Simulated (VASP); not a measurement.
# As (Pm-3m) in VASP: further runs

The runs below take As through single point, with PBEsol.

Program: VASP 6.6.1. These are calculated values, not measurements. Logs are shortened: lines on timing, memory, paths and dates and some standing lists are left out, and cuts for length are marked.

### 1 Starting point

Symmetry: Pm-3m, No. 221, cubic system. The conventional cell has a = 2.704 Å, b = 2.704 Å, c = 2.704 Å, α = 90.00°, β = 90.00°, γ = 90.00°. As (site symmetry m-3m) is surrounded by 6 As at 2.70 Å.

This isn't the form of As at room conditions, which is rhombohedral.

### 2 Single point, PBEsol

INCAR reads:

```
PREC = Accurate ; ENCUT = 400
EDIFF = 1E-6 ; ISMEAR = 0
SIGMA = 0.2 ; LREAL = False
LASPH = True ; NELM = 100
ALGO = Normal ; ISIF = 2
LWAVE = False ; LCHARG = False
GGA = PS ; ADDGRID = False
```

KPOINTS reads:

```
regular mesh
0
Gamma
  5 5 5
```

POSCAR reads:

```
As
1.0
    2.7036817444      0.0000000000      0.0000000000
    0.0000000000      2.7036817444      0.0000000000
    0.0000000000      0.0000000000      2.7036817444
As
1
Direct
    0.5000000000      0.5000000000      0.5000000000
```

Potentials or basis: VASP PAW PBE potentials, release 64 (As).

The run is started by

```console
$ cat potpaw_PBE.64/As/POTCAR > POTCAR
$ mpirun -np 1 vasp_std > vasp.out
```

OUTCAR:

```text
PREC = Accurate
   ENCUT = 400
   EDIFF = 1E-6
   ISMEAR = 0
   LREAL = False
   LASPH = True
   NELM = 100
   ISIF = 2
   GGA = PS

 Found     10 irreducible k-points:

 Following reciprocal coordinates:
            Coordinates               Weight
  0.000000  0.000000  0.000000      1.000000
  0.200000  0.000000  0.000000      6.000000
  0.400000  0.000000  0.000000      6.000000
  0.200000  0.200000  0.000000     12.000000
  0.400000  0.200000  0.000000     24.000000
  0.400000  0.400000  0.000000     12.000000
   k-points           NKPTS =     10   k-points in BZ     NKDIM =     10   number of bands    NBANDS=      6
   number of dos      NEDOS =    301   number of ions     NIONS =      1
   total plane-waves  NPLWV =   5832
   dimension x,y,z NGX =    18 NGY =   18 NGZ =   18
   dimension x,y,z NGXF=    36 NGYF=   36 NGZF=   36
   ions per type =               1
   NGX,Y,Z   is equivalent  to a cutoff of  11.07, 11.07, 11.07 a.u.
   NGXF,Y,Z  is equivalent  to a cutoff of  22.14, 22.14, 22.14 a.u.
 SYSTEM =  unknown system
   PREC   = accura    normal or accurate (medium, high low for compatibility)
   ISTART =      0    job   : 0-new  1-cont  2-samecut
   ICHARG =      2    charge: 1-file 2-atom 10-const
   ISPIN  =      1    spin polarized calculation?
   LNONCOLLINEAR =      F non collinear calculations
   LSORBIT =      F    spin-orbit coupling
   LASPH  =      T    aspherical Exc in radial PAW
   ENCUT  =  400.0 eV  29.40 Ry    5.42 a.u.   4.41  4.41  4.41*2*pi/ulx,y,z
   NELM   =    100;   NELMIN=  2; NELMDL= -5     # of ELM steps
   EDIFF  = 0.1E-05   stopping-criterion for ELM
   LREAL  =      F    real-space projection
   EDIFFG = 0.1E-04   stopping-criterion for IOM
   NSW    =      0    number of steps for IOM
   IBRION =     -1    ionic relax: 0-MD 1-quasi-New 2-CG
   NFREE  =      0    steps in history (QN), initial steepest desc. (CG)
   ISIF   =      2    stress and relaxation
   ISYM   =      2    0-nonsym 1-usesym 2-fastsym
   POTIM  = 0.5000    time-step for ionic-motion
   TEBEG  =    0.0;   TEEND  =   0.0 temperature during run
   PSTRESS=    0.0 pullay stress
   NELECT =       5.0000    total number of electrons
   NUPDOWN=      -1.0000    fix difference up-down
   EMIN   =  10.00;   EMAX   =-10.00  energy-range for DOS
   EFERMI =   0.00;   METHOD = LEGACY
   ISMEAR =     0;   SIGMA  =   0.20  broadening in eV -4-tet -1-fermi 0-gaus
   EFERMI_NEDOS =   21; number of points for ismear=-14 and -15
   IALGO  =     38    algorithm
   IMIX   =      4    mixing-type and parameters
     AMIX     =   0.40;   BMIX     =  1.00
     AMIX_MAG =   1.60;   BMIX_MAG =  1.00
  volume/ion in A,a.u.               =      19.76       133.37
  Fermi-wavevector in a.u.,A,eV,Ry     =   1.035403  1.956627 14.586243  1.072059
  Thomas-Fermi vector in A             =   2.169744
   LORBIT       =      0    0 simple, 1 ext, 2 COOP (PROOUT), +10 PAW based schemes
   GGA     = PS    functional components
   LHFCALC =     F    Hartree Fock is set to
   AEXX    =    0.0000 exact exchange contribution
   IVDW    =     0    specifies the selected vdW correction
   LEPSILON=     F    determine dielectric tensor
   LRPA    =     F    only Hartree local field effects (RPA)
 non-spin polarized calculation
 Gauss-broadening in eV      SIGMA  =   0.20
  energy-cutoff  :      400.00
  volume of cell :       19.76
 maximum number of plane-waves:       370
 NGX is ok and might be reduce to    18
   NGX =  9   NGY =  9   NGZ =  9

 number of electron       4.9999997 magnetization

 Free energy of the ion-electron system (eV)
  ---------------------------------------------------
  ext. energy  EPLUGINS =         0.00000000
  ---------------------------------------------------
  free energy    TOTEN  =        -4.92009874 eV

  energy without entropy =       -4.89968940  energy(sigma->0) =       -4.90989407

 E-fermi :   5.9188     XC(G=0): -10.5623

 val. band max:        5.8905833650   @ k =   0.2000   0.2000   0.2000
 cond. band min:       6.8130678690   @ k =   0.2000   0.2000   0.2000
 fundamental gap:      0.9224845039
 Fermi energy:         5.9188221669

 k-point     1 :       0.0000    0.0000    0.0000
  band No.  band energies     occupation
      1      -9.1922      2.00000
      2       9.9469      0.00000
      3       9.9469      0.00000
      4       9.9469      0.00000
      5      14.3047      0.00000
      6      14.3047      0.00000

 k-point     2 :       0.2000    0.0000    0.0000
  band No.  band energies     occupation
      1      -8.4650      2.00000
      2       4.8189      2.00000
      3      10.5722      0.00000
      4      10.5722      0.00000
      5      14.9545      0.00000
      6      16.2638      0.00000

 k-point     3 :       0.4000    0.0000    0.0000
  band No.  band energies     occupation
      1      -6.6029      2.00000
      2      -0.1971      2.00000
      3      11.9347      0.00000
      4      11.9347      0.00000
      5      16.5597      0.00000
      6      18.4929      0.00000

 k-point     4 :       0.2000    0.2000    0.0000
  band No.  band energies     occupation
      1      -7.7378      2.00000
      2       5.2441      2.00000
      3       5.7705      1.70564
      4      11.1933      0.00000
      5      16.2258      0.00000
      6      18.9895      0.00000

 k-point     5 :       0.4000    0.2000    0.0000
  band No.  band energies     occupation
      1      -5.8724      2.00000
      2       0.4870      2.00000
      3       7.1275      0.00000
      4      12.5416      0.00000
      5      14.4866      0.00000
      6      18.4665      0.00000

 k-point     6 :       0.4000    0.4000    0.0000
  band No.  band energies     occupation
      1      -3.9721      2.00000
      2       1.9516      2.00000
      3       2.2926      2.00000
      4       9.8251      0.00000
      5      13.8384      0.00000
      6      20.5591      0.00000

 [... further k-points ...]
[... 5 lines left out ...]
  --------------------------------------------------------------------------------------
  -------------------------------------------------------------------------------------
  Total       -0.0605926     -0.0605926     -0.0605926     -0.0000000     -0.0000000      0.0000000
  in kB       -4.9120574     -4.9120574     -4.9120574     -0.0000000     -0.0000000      0.0000000
  external PRESSURE =      -4.9120574 kB  Pullay stress =       0.0000000 kB

 VOLUME and BASIS-vectors are now :
 -----------------------------------------------------------------------------
  energy-cutoff  :      400.00
  volume of cell :       19.76
      direct lattice vectors                 reciprocal lattice vectors
     2.703681744  0.000000000  0.000000000     0.369866018  0.000000000  0.000000000
     0.000000000  2.703681744  0.000000000     0.000000000  0.369866018  0.000000000
     0.000000000  0.000000000  2.703681744     0.000000000  0.000000000  0.369866018

 POSITION                                       TOTAL-FORCE (eV/Angst)
 -----------------------------------------------------------------------------------
      1.35184      1.35184      1.35184         0.000000      0.000000      0.000000
 -----------------------------------------------------------------------------------
    total drift:                                0.000000      0.000000      0.000000

  FREE ENERGIE OF THE ION-ELECTRON SYSTEM (eV)
  ---------------------------------------------------
  free  energy   TOTEN  =        -4.9200987400 eV

  energy  without entropy=       -4.8996894029  energy(sigma->0) =       -4.90989407
```

Wall time 7.2 s (1 thread of AMD EPYC 7R13 (Zen 3), shared host); peak memory 0.08 GiB.

These settings aren't checked as converged: the numbers below hold their error.

Results:

```yaml
Free_energy: -4.9201 eV
Pressure: -0.5 GPa
Band_gap_on_the_k_mesh: none (metal or under the smearing width)
```

Caveat: the k mesh is coarse (spacing up to 0.46 Å⁻¹), so the values aren't converged; the PAW data sets were made with another functional, which shifts forces and pressure a little.

### 3 Single point, PBEsol

INCAR, as its differences from that of step 2:

```diff
@@ -2,3 +2,3 @@
 EDIFF = 1E-6 ; ISMEAR = 0
-SIGMA = 0.2 ; LREAL = False
+SIGMA = 0.01 ; LREAL = False
 LASPH = True ; NELM = 100
```

KPOINTS is that of step 2.

POSCAR is that of step 2.

Potentials or basis: VASP PAW PBE potentials, release 64 (As).

The run is started by

```console
$ cat potpaw_PBE.64/As/POTCAR > POTCAR
$ mpirun -np 1 vasp_std > vasp.out
```

Run time: 7.1 s. Hardware: 1 thread of AMD EPYC 7R13 (Zen 3), shared host; peak memory 0.08 GiB.

These settings aren't checked as converged: the numbers below hold their error.

Results:

* Free energy: -4.9038 eV
* Pressure: -0.2 GPa
* Band gap on the k mesh: none (metal or under the smearing width)

Caveat: the k mesh is coarse (spacing up to 0.46 Å⁻¹), so the values aren't converged; the PAW data sets were made with another functional, which shifts forces and pressure a little.

[end of part 1 of 2]
